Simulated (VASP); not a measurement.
# Ge (Fd-3m) in VASP: further runs

Runs on Ge. Level: PBEsol. Tasks: single point.

Program: VASP 6.6.1. These are calculated values, not measurements. Logs are shortened: lines on timing, memory, paths and dates and some standing lists are left out, and cuts for length are marked.

### 1 The undisturbed crystal

The structure is cubic, space group Fd-3m (No. 227). Conventional cell: a = 5.658 Å, b = 5.658 Å, c = 5.658 Å, α = 90.00°, β = 90.00°, γ = 90.00°. Ge (site symmetry -43m) is surrounded by 4 Ge at 2.45 Å.

### 2 Single point, PBEsol (grid = ENCUT=300 dk=0.45 cell=2x2x1 ISMEAR=0 SIGMA=0.05 LREAL=Auto EDIFF=1e-06)

INCAR reads:

```
PREC = Accurate ; ENCUT = 300
EDIFF = 1E-6 ; ISMEAR = 0
SIGMA = 0.05 ; LREAL = Auto
LASPH = T ; NELM = 120
ALGO = Fast ; ISIF = 2
LWAVE = F ; LCHARG = F
GGA = PS ; NBANDS = 57
```

KPOINTS reads:

```
regular mesh
0
Gamma
  5 5 5
```

POSCAR reads:

```
Ge
1.0
    0.0000000000      5.6578200000      5.6578200000
    5.6578200000      0.0000000000      5.6578200000
    2.8289100000      2.8289100000      0.0000000000
Ge
7
Direct
    0.3750000000      0.8750000000      0.7500000000
    0.8750000000      0.3750000000      0.7500000000
    0.8750000000      0.8750000000      0.7500000000
    0.2500000000      0.2500000000      0.5000000000
    0.2500000000      0.7500000000      0.5000000000
    0.7500000000      0.2500000000      0.5000000000
    0.7500000000      0.7500000000      0.5000000000
```

Potentials or basis: VASP PAW PBE potentials, release 64 (Ge_d).

On the command line:

```
cat potpaw_PBE.64/Ge_d/POTCAR > POTCAR
mpirun -np 1 vasp_std > vasp.out
```

OUTCAR:

```text
PREC = Accurate
   ENCUT = 300
   EDIFF = 1E-6
   ISMEAR = 0
   LREAL = Auto
   LASPH = T
   NELM = 120
   ISIF = 2
   GGA = PS

 Found     27 irreducible k-points:

 Following reciprocal coordinates:
            Coordinates               Weight
  0.000000  0.000000  0.000000      1.000000
  0.200000  0.000000  0.000000      4.000000
  0.400000  0.000000  0.000000      4.000000
  0.200000  0.200000  0.000000      2.000000
  0.400000  0.200000  0.000000      4.000000
 -0.400000  0.200000  0.000000      4.000000
   k-points           NKPTS =     27   k-points in BZ     NKDIM =     27   number of bands    NBANDS=     57
   number of dos      NEDOS =    301   number of ions     NIONS =      7
   total plane-waves  NPLWV =  55296
   dimension x,y,z NGX =    48 NGY =   48 NGZ =   24
   dimension x,y,z NGXF=    96 NGYF=   96 NGZF=   48
   ions per type =               7
   NGX,Y,Z   is equivalent  to a cutoff of   9.97,  9.97,  9.97 a.u.
   NGXF,Y,Z  is equivalent  to a cutoff of  19.95, 19.95, 19.95 a.u.
 SYSTEM =  unknown system
   PREC   = accura    normal or accurate (medium, high low for compatibility)
   ISTART =      0    job   : 0-new  1-cont  2-samecut
   ICHARG =      2    charge: 1-file 2-atom 10-const
   ISPIN  =      1    spin polarized calculation?
   LNONCOLLINEAR =      F non collinear calculations
   LSORBIT =      F    spin-orbit coupling
   LASPH  =      T    aspherical Exc in radial PAW
   ENCUT  =  300.0 eV  22.05 Ry    4.70 a.u.  11.30 11.30  5.65*2*pi/ulx,y,z
   NELM   =    120;   NELMIN=  2; NELMDL= -5     # of ELM steps
   EDIFF  = 0.1E-05   stopping-criterion for ELM
   LREAL  =      T    real-space projection
   EDIFFG = 0.1E-04   stopping-criterion for IOM
   NSW    =      0    number of steps for IOM
   IBRION =     -1    ionic relax: 0-MD 1-quasi-New 2-CG
   NFREE  =      0    steps in history (QN), initial steepest desc. (CG)
   ISIF   =      2    stress and relaxation
   ISYM   =      2    0-nonsym 1-usesym 2-fastsym
   POTIM  = 0.5000    time-step for ionic-motion
   TEBEG  =    0.0;   TEEND  =   0.0 temperature during run
   PSTRESS=    0.0 pullay stress
   NELECT =      98.0000    total number of electrons
   NUPDOWN=      -1.0000    fix difference up-down
   EMIN   =  10.00;   EMAX   =-10.00  energy-range for DOS
   EFERMI =   0.00;   METHOD = LEGACY
   ISMEAR =     0;   SIGMA  =   0.05  broadening in eV -4-tet -1-fermi 0-gaus
   EFERMI_NEDOS =   21; number of points for ismear=-14 and -15
   IALGO  =     68    algorithm
   IMIX   =      4    mixing-type and parameters
     AMIX     =   0.40;   BMIX     =  1.00
     AMIX_MAG =   1.60;   BMIX_MAG =  1.00
  volume/ion in A,a.u.               =      25.87       174.60
  Fermi-wavevector in a.u.,A,eV,Ry     =   1.334037  2.520964 24.213656  1.779654
  Thomas-Fermi vector in A             =   2.462849
   LORBIT       =      0    0 simple, 1 ext, 2 COOP (PROOUT), +10 PAW based schemes
   GGA     = PS    functional components
   LHFCALC =     F    Hartree Fock is set to
   AEXX    =    0.0000 exact exchange contribution
   IVDW    =     0    specifies the selected vdW correction
   LEPSILON=     F    determine dielectric tensor
   LRPA    =     F    only Hartree local field effects (RPA)
 non-spin polarized calculation
 RMM-DIIS sequential band-by-band and
 Gauss-broadening in eV      SIGMA  =   0.05
  energy-cutoff  :      300.00
  volume of cell :      181.11
 maximum number of plane-waves:      2162
 NGX is ok and might be reduce to    48
   NGX = 23   NGY = 23   NGZ = 11

 number of electron      97.9999726 magnetization

 Free energy of the ion-electron system (eV)
  ---------------------------------------------------
  ext. energy  EPLUGINS =         0.00000000
  ---------------------------------------------------
  free energy    TOTEN  =       -32.21880226 eV

  energy without entropy =      -32.21787075  energy(sigma->0) =      -32.21833650

 E-fermi :   3.3836     XC(G=0):  -9.5213

 val. band max:        3.3058487214   @ k =   0.4000   0.2000   0.4000
 cond. band min:       3.4042996823   @ k =   0.0000   0.0000   0.2000
 fundamental gap:      0.0984509609
 Fermi energy:         3.3836009140

 k-point     1 :       0.0000    0.0000    0.0000
  band No.  band energies     occupation
      1     -21.1840      2.00000
      2     -21.1548      2.00000
      3     -21.1473      2.00000
      4     -21.1461      2.00000
      5     -21.1413      2.00000
      6     -21.1240      2.00000
[... 49 lines left out ...]
     56       6.8026      0.00000
     57       7.0278      0.00000

 k-point     2 :       0.2000    0.0000    0.0000
  band No.  band energies     occupation
      1     -21.1850      2.00000
      2     -21.1564      2.00000
      3     -21.1483      2.00000
      4     -21.1459      2.00000
      5     -21.1412      2.00000
      6     -21.1259      2.00000
[... 49 lines left out ...]
     56       7.0792      0.00000
     57       7.1887      0.00000

 k-point     3 :       0.4000    0.0000    0.0000
  band No.  band energies     occupation
      1     -21.1862      2.00000
      2     -21.1586      2.00000
      3     -21.1489      2.00000
      4     -21.1457      2.00000
      5     -21.1408      2.00000
      6     -21.1282      2.00000
[... 49 lines left out ...]
     56       7.4339      0.00000
     57       7.5968      0.00000

 k-point     4 :       0.2000    0.2000    0.0000
  band No.  band energies     occupation
      1     -21.1848      2.00000
      2     -21.1581      2.00000
      3     -21.1494      2.00000
      4     -21.1455      2.00000
      5     -21.1418      2.00000
      6     -21.1271      2.00000
[... 49 lines left out ...]
     56       6.8501      0.00000
     57       7.3591      0.00000

 k-point     5 :       0.4000    0.2000    0.0000
  band No.  band energies     occupation
      1     -21.1860      2.00000
      2     -21.1604      2.00000
      3     -21.1501      2.00000
      4     -21.1452      2.00000
      5     -21.1423      2.00000
      6     -21.1294      2.00000
[... 49 lines left out ...]
     56       7.2175      0.00000
     57       7.7739      0.00000

 k-point     6 :      -0.4000    0.2000    0.0000
  band No.  band energies     occupation
      1     -21.1865      2.00000
      2     -21.1601      2.00000
      3     -21.1502      2.00000
      4     -21.1450      2.00000
      5     -21.1414      2.00000
      6     -21.1299      2.00000
[... 49 lines left out ...]
     56       7.6036      0.00000
     57       7.6245      0.00000

 [... further k-points ...]

------------------------ aborting loop because EDIFF is reached ----------------------------------------

  FORCE on cell =-STRESS in cart. coord.  units (eV):
  Direction    XX          YY          ZZ          XY          YZ          ZX
  --------------------------------------------------------------------------------------
  -------------------------------------------------------------------------------------
  Total       -2.9151757     -2.9151757     -2.8528246      0.6886018      0.0000000      0.0000000
  in kB      -25.7886106    -25.7886106    -25.2370320      6.0916000      0.0000000      0.0000000
  external PRESSURE =     -25.6047511 kB  Pullay stress =       0.0000000 kB

 VOLUME and BASIS-vectors are now :
 -----------------------------------------------------------------------------
  energy-cutoff  :      300.00
  volume of cell :      181.11
      direct lattice vectors                 reciprocal lattice vectors
     0.000000000  5.657820000  5.657820000    -0.088373260  0.088373260  0.088373260
     5.657820000  0.000000000  5.657820000     0.088373260 -0.088373260  0.088373260
     2.828910000  2.828910000  0.000000000     0.176746521  0.176746521 -0.176746521

 POSITION                                       TOTAL-FORCE (eV/Angst)
 -----------------------------------------------------------------------------------
      7.07227      4.24336      7.07227        -0.006482      0.006482     -0.213418
      4.24336      7.07227      7.07227         0.006482     -0.006482     -0.213418
      7.07227      7.07227      9.90118         0.000000      0.000000     -0.123230
      2.82891      2.82891      2.82891         0.000000      0.000000      0.881716
      5.65782      2.82891      5.65782        -0.228736      0.228736     -0.164477
      2.82891      5.65782      5.65782         0.228736     -0.228736     -0.164477
      5.65782      5.65782      8.48673         0.000000      0.000000     -0.002696
 -----------------------------------------------------------------------------------
    total drift:                                0.000001      0.000001     -0.000052

  FREE ENERGIE OF THE ION-ELECTRON SYSTEM (eV)
  ---------------------------------------------------
  free  energy   TOTEN  =       -32.2188022570 eV

  energy  without entropy=      -32.2178707530  energy(sigma->0) =      -32.21833650
```

Wall time 91 s (1 thread of Intel Xeon Platinum 8559C (Emerald Rapids), shared host); peak memory 0.25 GiB.

The run converged, but a check on its numbers failed (symmetry, net force, bounds or a known fault of this set-up), so they aren't taken as properties of the crystal.

Caveat: the k mesh is coarse (spacing up to 0.38 Å⁻¹), so the values aren't converged; the cutoff lies under the usual one of these potentials, so the numbers hold a large basis-set error; the PAW data sets were made with another functional, which shifts forces and pressure a little.

### 3 Single point, PBEsol (grid = ENCUT=350 dk=0.45 cell=2x2x1 ISMEAR=0 SIGMA=0.05 LREAL=Auto EDIFF=1e-06)

Changes to INCAR since step 2:

```diff
@@ -1,2 +1,2 @@
-PREC = Accurate ; ENCUT = 300
+PREC = Accurate ; ENCUT = 350
 EDIFF = 1E-6 ; ISMEAR = 0
```

KPOINTS is that of step 2.

POSCAR is that of step 2.

Potentials or basis: VASP PAW PBE potentials, release 64 (Ge_d).

On the command line:

```
cat potpaw_PBE.64/Ge_d/POTCAR > POTCAR
mpirun -np 1 vasp_std > vasp.out
```

It took 1.9 min on 1 thread of Intel Xeon Platinum 8559C (Emerald Rapids), shared host; peak memory 0.28 GiB.

The run converged, but some of its settings lie outside the range that counts as converged, so its numbers aren't taken as properties of the crystal.

Results:

| Item | Value |
| --- | --- |
| Free energy | -32.2372 eV |
| Largest force | 0.881 eV/Å |
| Band gap on the k mesh | none (metal or under the smearing width) |

Caveat: the k mesh is coarse (spacing up to 0.38 Å⁻¹), so the values aren't converged; the cutoff is under 1.25 times the usual one of these potentials, so pressure, stress and relaxed cells hold a basis-set (Pulay) error; the PAW data sets were made with another functional, which shifts forces and pressure a little.

### 4 Single point, PBEsol (grid = ENCUT=400 dk=0.45 cell=2x2x1 ISMEAR=0 SIGMA=0.05 LREAL=Auto EDIFF=1e-06)

Changes to INCAR since step 3:

```diff
@@ -1,2 +1,2 @@
-PREC = Accurate ; ENCUT = 350
+PREC = Accurate ; ENCUT = 400
 EDIFF = 1E-6 ; ISMEAR = 0
```

KPOINTS is that of step 3.

POSCAR is that of step 3.

Potentials or basis: VASP PAW PBE potentials, release 64 (Ge_d).

On the command line:

```
cat potpaw_PBE.64/Ge_d/POTCAR > POTCAR
mpirun -np 1 vasp_std > vasp.out
```

OUTCAR:

```text
PREC = Accurate
   ENCUT = 400
   EDIFF = 1E-6
   ISMEAR = 0
   LREAL = Auto
   LASPH = T
   NELM = 120
   ISIF = 2
   GGA = PS

 Found     27 irreducible k-points:

 Following reciprocal coordinates:
            Coordinates               Weight
  0.000000  0.000000  0.000000      1.000000
  0.200000  0.000000  0.000000      4.000000
  0.400000  0.000000  0.000000      4.000000
  0.200000  0.200000  0.000000      2.000000
[... 445 lines left out ...]
  -------------------------------------------------------------------------------------
  Total       -1.9216758     -1.9216758     -1.8603633      0.6882551      0.0000000      0.0000000
  in kB      -16.9997809    -16.9997809    -16.4573903      6.0885324      0.0000000      0.0000000
  external PRESSURE =     -16.8189840 kB  Pullay stress =       0.0000000 kB

 VOLUME and BASIS-vectors are now :
 -----------------------------------------------------------------------------
  energy-cutoff  :      400.00
  volume of cell :      181.11
      direct lattice vectors                 reciprocal lattice vectors
     0.000000000  5.657820000  5.657820000    -0.088373260  0.088373260  0.088373260
     5.657820000  0.000000000  5.657820000     0.088373260 -0.088373260  0.088373260
     2.828910000  2.828910000  0.000000000     0.176746521  0.176746521 -0.176746521

 POSITION                                       TOTAL-FORCE (eV/Angst)
 -----------------------------------------------------------------------------------
      7.07227      4.24336      7.07227        -0.006498      0.006498     -0.213154
      4.24336      7.07227      7.07227         0.006498     -0.006498     -0.213154
      7.07227      7.07227      9.90118        -0.000000     -0.000000     -0.122900
      2.82891      2.82891      2.82891        -0.000000     -0.000000      0.881343
      5.65782      2.82891      5.65782        -0.228756      0.228756     -0.164629
      2.82891      5.65782      5.65782         0.228756     -0.228756     -0.164629
      5.65782      5.65782      8.48673        -0.000000     -0.000000     -0.002876
 -----------------------------------------------------------------------------------
    total drift:                                0.000013      0.000013      0.002114

  FREE ENERGIE OF THE ION-ELECTRON SYSTEM (eV)
  ---------------------------------------------------
  free  energy   TOTEN  =       -32.2295558476 eV

  energy  without entropy=      -32.2286248561  energy(sigma->0) =      -32.22909035
```

OSZICAR:

```text
N       E                     dE             d eps       ncg     rms          rms(c)
DAV:   1     0.104904601360E+04    0.10490E+04   -0.41741E+04  3575   0.400E+03
DAV:   2     0.167299692135E+03   -0.88175E+03   -0.85994E+03  3078   0.968E+02
DAV:   3    -0.176151845468E+02   -0.18491E+03   -0.17973E+03  3337   0.240E+02
DAV:   4    -0.323145949127E+02   -0.14699E+02   -0.14500E+02  3548   0.795E+01
DAV:   5    -0.327380552487E+02   -0.42346E+00   -0.42251E+00  3395   0.148E+01    0.564E+00
RMM:   6    -0.323587982758E+02    0.37926E+00   -0.37209E-01  3692   0.375E+00    0.321E+00
RMM:   7    -0.322270446010E+02    0.13175E+00   -0.44682E-01  3796   0.350E+00    0.381E-01
RMM:   8    -0.322279138261E+02   -0.86923E-03   -0.65385E-02  4335   0.150E+00    0.232E-01
RMM:   9    -0.322292488087E+02   -0.13350E-02   -0.13980E-02  4759   0.596E-01    0.152E-01
RMM:  10    -0.322294882090E+02   -0.23940E-03   -0.15981E-03  4136   0.193E-01    0.455E-02
RMM:  11    -0.322295460725E+02   -0.57864E-04   -0.48707E-04  4714   0.935E-02    0.116E-02
RMM:  12    -0.322295542634E+02   -0.81909E-05   -0.80281E-05  3936   0.371E-02    0.228E-03
RMM:  13    -0.322295556557E+02   -0.13923E-05   -0.14234E-05  3045   0.147E-02    0.166E-03
RMM:  14    -0.322295558476E+02   -0.19189E-06   -0.17872E-06  2201   0.762E-03
   1 F= -.32229556E+02 E0= -.32229090E+02  d E =-.930992E-03
```

Run time: 2.7 min. Hardware: 1 thread of Intel Xeon Platinum 8559C (Emerald Rapids), shared host; peak memory 0.31 GiB.

The run converged, but some of its settings lie outside the range that counts as converged, so its numbers aren't taken as properties of the crystal.

What came out:

```
Free energy            : -32.2296 eV
Pressure               : -1.7 GPa
Largest force          : 0.881 eV/Å
Band gap on the k mesh : none (metal or under the smearing width)
```

Caveat: the k mesh is coarse (spacing up to 0.38 Å⁻¹), so the values aren't converged; the PAW data sets were made with another functional, which shifts forces and pressure a little.

### 5 For comparison

An earlier run on the cell as given: functional PBEsol; potentials or basis VASP PAW PBE potentials, release 64 (Ge_d); cutoff 520 eV; k mesh 8 × 8 × 8; occupations fermi-dirac, width 0.05 eV; no spin polarisation.

- Pressure: 0.5 GPa
- Band gap on the k mesh: none (metal or under the smearing width)
